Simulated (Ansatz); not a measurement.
**TiAl: moving Al off its site**

TiAl, P4/mmm, a = 2.837 Å, c = 4.059 Å (as given, not relaxed at this level: -3.9 GPa). The structure is a COD entry; whether it is the stable form wasn't checked. Ansatz: PBEsol, PAW, 420 eV, Γ-centred 16×16×12 mesh on 2 atoms, Gaussian smearing 0.15 eV; no spin polarisation.

```yaml
crystal:
  lattice:
    - [2.83730, 0.00000, 0.00000]
    - [0.00000, 2.83730, 0.00000]
    - [0.00000, 0.00000, 4.05910]
  atoms:
    - { symbol: Ti, position: [0.00000, 0.00000, 0.00000] }
    - { symbol: Al, position: [0.50000, 0.50000, 0.50000] }
```

Atom 2 (Al) moves by x along the unit vector (-1.000, 0.000, 0.000), with its periodic images; all else is held. y is the free energy of the cell over the start, F the force along the path summed over the moved atoms. Symmetry makes y even in x.

| x (Å) | y (meV) | F (eV/Å) |
| --- | --- | --- |
| -0.1000 | 21.31 | 0.42 |
| -0.0500 | ? | ? |
| 0.0000 | 0.00 | 0.00 |
| 0.0250 | 1.33 | -0.11 |
| 0.0750 | 12.00 | -0.32 |
| 0.0875 | 16.32 | -0.37 |

Problem. Fit y = c2 x² + c4 x⁴ to the energies of the other rows, give the force constant, and predict energy and force of the missing row.

Solution. Least squares on the rows shown. y = 2135.2 x² − 427.26 x⁴. The force constant is 2 c2 = 4.27 eV/Å², for the cell as given, at -3.9 GPa (for all images moving together, not for a lone atom). The force −dy/dx at the missing row is 0.21 eV/Å (computed 0.21). At x = -0.0500 the fit asked for gives 5.34 meV. The run gave 5.34 meV, the same to the digits shown.